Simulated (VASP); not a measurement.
# Li2O (Fm-3m) in VASP: a series of runs

The runs below take Li2O through single point, relaxation of cell and atoms, with PBE+D3(BJ).

All numbers are computed with VASP 6.6.1; they aren't measurements. Logs are shortened: lines on timing, memory, paths and dates and some standing lists are left out, and cuts for length are marked.

## 1. Starting point

The structure is cubic, space group Fm-3m (No. 225). The conventional cell has a = 4.525 Å, b = 4.525 Å, c = 4.525 Å, α = 90.00°, β = 90.00°, γ = 90.00°. Li (site symmetry -43m) is surrounded by 4 O at 1.96 Å. Around O (site symmetry m-3m) lie 8 Li at 1.96 Å.

The cell comes from a database or a generator and needn't be the stable form of this composition.

## 2. Single point, PBE+D3(BJ)

Input file INCAR:

```
SYSTEM = Li2O
  ALGO = Fast
  EDIFF = 1E-6
  ENCUT = 520
  GGA = PE
  ISIF = 2
  ISMEAR = 0
  IVDW = 12
  LASPH = .TRUE.
  LCHARG = .TRUE.
  LELF = .TRUE.
  LREAL = .FALSE.
  LVHAR = .TRUE.
  LWAVE = .FALSE.
  NBANDS = 13
  NELM = 100
  PREC = Accurate
  SIGMA = 0.02
```

Input file KPOINTS:

```
k-points
0
G
  8 8 8
  0 0 0
```

Input file POSCAR:

```
Li2O
1.0
    0.0000000000      2.2623165188      2.2623165188
    2.2623165188      0.0000000000      2.2623165188
    2.2623165188      2.2623165188      0.0000000000
Li O
2 1
Direct
    0.7500000000      0.7500000000      0.7500000000
    0.2500000000      0.2500000000      0.2500000000
    0.0000000000      0.0000000000      0.0000000000
```

Potentials or basis: VASP PAW PBE potentials, release 64 (Li_sv, O).

The run is started by

```sh
$ cat potpaw_PBE.64/Li_sv/POTCAR potpaw_PBE.64/O/POTCAR > POTCAR
$ mpirun -np 1 vasp_std > vasp.out
```

OUTCAR:

```text
SYSTEM = Li2O
   EDIFF = 1E-6
   ENCUT = 520
   GGA = PE
   ISIF = 2
   ISMEAR = 0
   IVDW = 12
   LASPH = .TRUE.
   LREAL = .FALSE.
   NELM = 100
   PREC = Accurate
 IVDW          = 12

 ion  position               nearest neighbor table
   1  0.750  0.750  0.750-   3 1.96   3 1.96   3 1.96   3 1.96   2 2.26   2 2.26   2 2.26   2 2.26
                             2 2.26   2 2.26
   2  0.250  0.250  0.250-   3 1.96   3 1.96   3 1.96   3 1.96   1 2.26   1 2.26   1 2.26   1 2.26
                             1 2.26   1 2.26
   3  0.000  0.000  0.000-   1 1.96   2 1.96   1 1.96   1 1.96   2 1.96   2 1.96   2 1.96   1 1.96

  LATTYP: Found a face centered cubic cell.
 ALAT       =     4.5246330376

  Lattice vectors:

 A1 = (   0.0000000000,   2.2623165188,   2.2623165188)
 A2 = (   2.2623165188,   0.0000000000,   2.2623165188)
 A3 = (   2.2623165188,   2.2623165188,   0.0000000000)

Analysis of symmetry for initial positions (statically):
=====================================================================
 Subroutine PRICEL returns:
 Original cell was already a primitive cell.

 Routine SETGRP: Setting up the symmetry group for a
 face centered cubic supercell.

 Subroutine GETGRP returns: Found 48 space group operations
 (whereof 48 operations were pure point group operations)
 out of a pool of 48 trial point group operations.

The static configuration has the point symmetry O_h .

Analysis of symmetry for dynamics (positions and initial velocities):
=====================================================================
 Subroutine PRICEL returns:
 Original cell was already a primitive cell.

 Routine SETGRP: Setting up the symmetry group for a
 face centered cubic supercell.

 Subroutine GETGRP returns: Found 48 space group operations
 (whereof 48 operations were pure point group operations)
 out of a pool of 48 trial point group operations.

The dynamic configuration has the point symmetry O_h .

 Subroutine INISYM returns: Found 48 space group operations
 (whereof 48 operations are pure point group operations),
 and found     1 'primitive' translations

----------------------------------------------------------------------------------------

                                     Primitive cell

  volume of cell :      23.1574

  direct lattice vectors                    reciprocal lattice vectors
     0.000000000  2.262316519  2.262316519    -0.221012399  0.221012399  0.221012399
     2.262316519  0.000000000  2.262316519     0.221012399 -0.221012399  0.221012399
     2.262316519  2.262316519  0.000000000     0.221012399  0.221012399 -0.221012399

  length of vectors
     3.199398703  3.199398703  3.199398703     0.382804703  0.382804703  0.382804703

  position of ions in fractional coordinates (direct lattice)
     0.750000000  0.750000000  0.750000000
     0.250000000  0.250000000  0.250000000
     0.000000000  0.000000000  0.000000000

  ion indices of the primitive-cell ions
   primitive index   ion index
                 1           1
                 2           2
                 3           3

----------------------------------------------------------------------------------------

 KPOINTS: k-points

Automatic generation of k-mesh.
 Grid dimensions read from file:
 generate k-points for:    8    8    8

 Generating k-lattice:

  Cartesian coordinates                     Fractional coordinates (reciprocal lattice)
    -0.027626550  0.027626550  0.027626550     0.125000000  0.000000000  0.000000000
     0.027626550 -0.027626550  0.027626550     0.000000000  0.125000000  0.000000000
     0.027626550  0.027626550 -0.027626550     0.000000000  0.000000000  0.125000000

  Length of vectors
     0.047850588  0.047850588  0.047850588

  Shift w.r.t. Gamma in fractional coordinates (k-lattice)
     0.000000000  0.000000000  0.000000000

 Subroutine IBZKPT returns following result:
 ===========================================

 Found     29 irreducible k-points:

 Following reciprocal coordinates:
            Coordinates               Weight
  0.000000  0.000000  0.000000      1.000000
  0.125000  0.000000  0.000000      8.000000
  0.250000  0.000000  0.000000      8.000000
  0.375000  0.000000  0.000000      8.000000
  0.500000  0.000000  0.000000      4.000000
  0.125000  0.125000  0.000000      6.000000
[... 16 lines left out ...]
  0.500000  0.250000  0.125000     48.000000
 -0.375000  0.250000  0.125000     24.000000
 [... further k-points ...]
   k-points           NKPTS =     29   k-points in BZ     NKDIM =     29   number of bands    NBANDS=     13
   number of dos      NEDOS =    301   number of ions     NIONS =      3
   total plane-waves  NPLWV =  13824
   dimension x,y,z NGX =    24 NGY =   24 NGZ =   24
   dimension x,y,z NGXF=    48 NGYF=   48 NGZF=   48
   ions per type =               2   1
   NGX,Y,Z   is equivalent  to a cutoff of  12.47, 12.47, 12.47 a.u.
   NGXF,Y,Z  is equivalent  to a cutoff of  24.94, 24.94, 24.94 a.u.
 SYSTEM =  Li2O
   PREC   = accura    normal or accurate (medium, high low for compatibility)
   ISTART =      0    job   : 0-new  1-cont  2-samecut
   ICHARG =      2    charge: 1-file 2-atom 10-const
   ISPIN  =      1    spin polarized calculation?
   LNONCOLLINEAR =      F non collinear calculations
   LSORBIT =      F    spin-orbit coupling
   LASPH  =      T    aspherical Exc in radial PAW
   ENCUT  =  520.0 eV  38.22 Ry    6.18 a.u.   5.95  5.95  5.95*2*pi/ulx,y,z
   NELM   =    100;   NELMIN=  2; NELMDL= -5     # of ELM steps
   EDIFF  = 0.1E-05   stopping-criterion for ELM
   LREAL  =      F    real-space projection
   EDIFFG = 0.1E-04   stopping-criterion for IOM
   NSW    =      0    number of steps for IOM
   IBRION =     -1    ionic relax: 0-MD 1-quasi-New 2-CG
   NFREE  =      0    steps in history (QN), initial steepest desc. (CG)
   ISIF   =      2    stress and relaxation
   ISYM   =      2    0-nonsym 1-usesym 2-fastsym
   POTIM  = 0.5000    time-step for ionic-motion
   TEBEG  =    0.0;   TEEND  =   0.0 temperature during run
   PSTRESS=    0.0 pullay stress
   NELECT =      12.0000    total number of electrons
   NUPDOWN=      -1.0000    fix difference up-down
   EMIN   =  10.00;   EMAX   =-10.00  energy-range for DOS
   EFERMI =   0.00;   METHOD = LEGACY
   ISMEAR =     0;   SIGMA  =   0.02  broadening in eV -4-tet -1-fermi 0-gaus
   EFERMI_NEDOS =   21; number of points for ismear=-14 and -15
   IALGO  =     68    algorithm
   IMIX   =      4    mixing-type and parameters
     AMIX     =   0.40;   BMIX     =  1.00
     AMIX_MAG =   1.60;   BMIX_MAG =  1.00
  volume/ion in A,a.u.               =       7.72        52.09
  Fermi-wavevector in a.u.,A,eV,Ry     =   1.314938  2.484872 23.525309  1.729061
  Thomas-Fermi vector in A             =   2.445156
   LORBIT       =      0    0 simple, 1 ext, 2 COOP (PROOUT), +10 PAW based schemes
   GGA     = PE    functional components
   LHFCALC =     F    Hartree Fock is set to
   AEXX    =    0.0000 exact exchange contribution
   IVDW    =    12    specifies the selected vdW correction
   LEPSILON=     F    determine dielectric tensor
   LRPA    =     F    only Hartree local field effects (RPA)
 non-spin polarized calculation
 RMM-DIIS sequential band-by-band and
 Gauss-broadening in eV      SIGMA  =   0.02
  energy-cutoff  :      520.00
  volume of cell :       23.16
 maximum number of plane-waves:       636
   NGX = 11   NGY = 11   NGZ = 11

 number of electron      12.0000009 magnetization

 Free energy of the ion-electron system (eV)
  ---------------------------------------------------
  ext. energy  EPLUGINS =         0.00000000
  ---------------------------------------------------
  free energy    TOTEN  =       -14.31467646 eV

  energy without entropy =      -14.31467646  energy(sigma->0) =      -14.31467646

 E-fermi :   1.9689     XC(G=0): -10.0168

 val. band max:        1.6819590748   @ k =   0.0000   0.0000   0.0000
 cond. band min:       6.7731831450   @ k =   0.5000   0.5000   0.0000
 fundamental gap:      5.0912240702
 Fermi energy:         1.9689025367

 k-point     1 :       0.0000    0.0000    0.0000
  band No.  band energies     occupation
      1     -41.2017      2.00000
      2     -40.7997      2.00000
      3     -13.8691      2.00000
      4       1.6820      2.00000
      5       1.6820      2.00000
      6       1.6820      2.00000
      7       7.4317      0.00000
      8      13.9756      0.00000
      9      13.9756      0.00000
     10      13.9757      0.00000
     11      21.3420      0.00000
     12      21.3420      0.00000
     13      21.3420      0.00000

 k-point     2 :       0.1250    0.0000    0.0000
  band No.  band energies     occupation
      1     -41.1839      2.00000
      2     -40.8126      2.00000
      3     -13.8386      2.00000
      4       1.1492      2.00000
      5       1.6041      2.00000
      6       1.6041      2.00000
      7       7.8387      0.00000
      8      14.0363      0.00000
      9      14.2060      0.00000
     10      14.2060      0.00000
     11      19.9079      0.00000
     12      19.9079      0.00000
     13      21.9197      0.00000

 k-point     3 :       0.2500    0.0000    0.0000
  band No.  band energies     occupation
      1     -41.1339      2.00000
      2     -40.8506      2.00000
      3     -13.7606      2.00000
      4       0.0532      2.00000
      5       1.4276      2.00000
      6       1.4276      2.00000
      7       8.8321      0.00000
      8      13.9014      0.00000
      9      14.4755      0.00000
     10      14.4756      0.00000
     11      19.0425      0.00000
     12      19.0425      0.00000
     13      23.3395      0.00000
[... 305 lines left out ...]
 k-point    23 :       0.5000    0.2500    0.1250
  band No.  band energies     occupation
      1     -41.0440      2.00000
      2     -40.9212      2.00000
      3     -13.6397      2.00000
      4      -0.6547      2.00000
      5       0.5885      2.00000
      6       0.9959      2.00000
      7       9.4715      0.00000
      8      12.9316      0.00000
      9      15.3104      0.00000
     10      15.7770      0.00000
     11      18.0436      0.00000
     12      21.7665      0.00000
     13      25.0891      0.00000

 k-point    24 :      -0.3750    0.2500    0.1250
  band No.  band energies     occupation
      1     -40.9809      2.00000
      2     -40.9802      2.00000
      3     -13.6103      2.00000
      4      -0.9173      2.00000
      5       0.6229      2.00000
      6       0.8144      2.00000
      7       9.9137      0.00000
      8      12.5061      0.00000
      9      15.2544      0.00000
     10      15.7014      0.00000
     11      19.9396      0.00000
     12      20.2692      0.00000
     13      25.6600      0.00000

 [... further k-points ...]

------------------------ aborting loop because EDIFF is reached ----------------------------------------

 Edisp (eV)   -0.84502

 E8    (eV) :    -0.3290

  FORCE on cell =-STRESS in cart. coord.  units (eV):
  Direction    XX          YY          ZZ          XY          YZ          ZX
  --------------------------------------------------------------------------------------
  -------------------------------------------------------------------------------------
  Total       0.02227     0.02227     0.02227     0.00000     0.00000     0.00000
  in kB       1.54109     1.54109     1.54109     0.00000     0.00000     0.00000
  external pressure =        1.54 kB  Pullay stress =        0.00 kB

 VOLUME and BASIS-vectors are now :
 -----------------------------------------------------------------------------
  energy-cutoff  :      520.00
  volume of cell :       23.16
      direct lattice vectors                 reciprocal lattice vectors
     0.000000000  2.262316519  2.262316519    -0.221012399  0.221012399  0.221012399
     2.262316519  0.000000000  2.262316519     0.221012399 -0.221012399  0.221012399
     2.262316519  2.262316519  0.000000000     0.221012399  0.221012399 -0.221012399

 POSITION                                       TOTAL-FORCE (eV/Angst)
 -----------------------------------------------------------------------------------
      3.39347      3.39347      3.39347        -0.000000     -0.000000     -0.000000
      1.13116      1.13116      1.13116         0.000000      0.000000      0.000000
      0.00000      0.00000      0.00000         0.000000      0.000000     -0.000000
 -----------------------------------------------------------------------------------
    total drift:                               -0.000000      0.000000      0.000000

  FREE ENERGIE OF THE ION-ELECTRON SYSTEM (eV)
  ---------------------------------------------------
  free  energy   TOTEN  =       -15.1597000378 eV

  energy  without entropy=      -15.1597000378  energy(sigma->0) =      -15.15970004
```

It took 12 s on 1 thread of AMD EPYC 7R13 (Zen 3), shared host; peak memory 0.11 GiB.

Results:

```yaml
Free_energy: -15.1597 eV
Band_gap_on_the_k_mesh: 5.09 eV, indirect (least direct gap 5.75 eV)
Dispersion_energy_per_atom: -0.282 eV
```

Caveat: the cutoff is under 1.25 times the usual one of these potentials, so pressure, stress and relaxed cells hold a basis-set (Pulay) error. A k mesh can miss the band edges.

## 3. Relaxation of cell and atoms, PBE+D3(BJ)

This run uses another cell than the first one, of 8.40 Å³/atom, 1.088 times its volume.

Input file INCAR:

```
ALGO = Normal ; EDIFF = 1E-7
EDIFFG = -0.02 ; ENCUT = 600
GGA = PE ; IBRION = 2
ISIF = 3 ; ISMEAR = 0
IVDW = 12 ; LASPH = T
LCHARG = F ; LREAL = F
LWAVE = F ; NELM = 100
NSW = 70 ; PREC = Accurate
SIGMA = 0.02
```

Input file KPOINTS:

```
k-points
0
Gamma
  8 8 8
```

Input file POSCAR:

```
Li2O
1.0
    0.0000000000      2.3268544700      2.3268544700
    2.3268544700      0.0000000000      2.3268544700
    2.3268544700      2.3268544700      0.0000000000
Li O
2 1
Direct
    0.7500000000      0.7500000000      0.7500000000
    0.2500000000      0.2500000000      0.2500000000
    0.0000000000      0.0000000000      0.0000000000
```

Potentials or basis: VASP PAW PBE potentials, release 64 (Li_sv, O).

The run is started by

```sh
$ cat potpaw_PBE.64/Li_sv/POTCAR potpaw_PBE.64/O/POTCAR > POTCAR
$ mpirun -np 1 vasp_std > vasp.out
```

It took 28 s on 1 thread of AMD EPYC 7R13 (Zen 3), shared host; peak memory 0.13 GiB.

It converged, with:

| Property | Result |
| --- | --- |
| Free energy | -15.1724 eV |
| Relaxed volume | 7.70 Å³/atom |
| Relaxed cell | a = 3.197 Å, b = 3.197 Å, c = 3.197 Å, α = 60.00°, β = 60.00°, γ = 60.00° |
| Space group after relaxing (to 0.05 Å) | Fm-3m (No. 225) |
| Energy gained by relaxing | 16.2 meV/atom |
| Ionic steps | 3 |
| Pressure after relaxing | -0.2 GPa |
| Band gap on the k mesh | 5.10 eV, indirect (least direct gap 5.76 eV) |
| Dispersion energy per atom | -0.282 eV |

Step by step:
```csv
step,energy change (eV),largest force (eV/Å),pressure (GPa),volume (Å³)
1,0.0000,0.0000,-6.78,25.20
2,-0.0400,0.0000,-3.13,23.92
3,-0.0486,0.0000,-0.20,23.11
```

Final structure:
```
Li O
1.0
     0.00000    2.26070    2.26070
     2.26070    0.00000    2.26070
     2.26070    2.26070    0.00000
Li O
2 1
Direct
  0.75000 0.75000 0.75000
  0.25000 0.25000 0.25000
  0.00000 0.00000 0.00000
```

Levels at points of the mesh, in eV from the valence-band top:
```tsv
k point	band 4	band 5	band 6	band 7	band 8	band 9
(0.00, 0.00, 0.00)	0.00	0.00	0.00	5.76	12.31	12.31
(0.50, 0.00, 0.00)	-2.92	-0.48	-0.48	9.64	10.48	12.42
(0.50, 0.50, 0.00)	-1.65	-1.49	-1.49	5.10	14.16	14.16
```

Caveat: the cutoff is under 1.25 times the usual one of these potentials, so pressure, stress and relaxed cells hold a basis-set (Pulay) error.
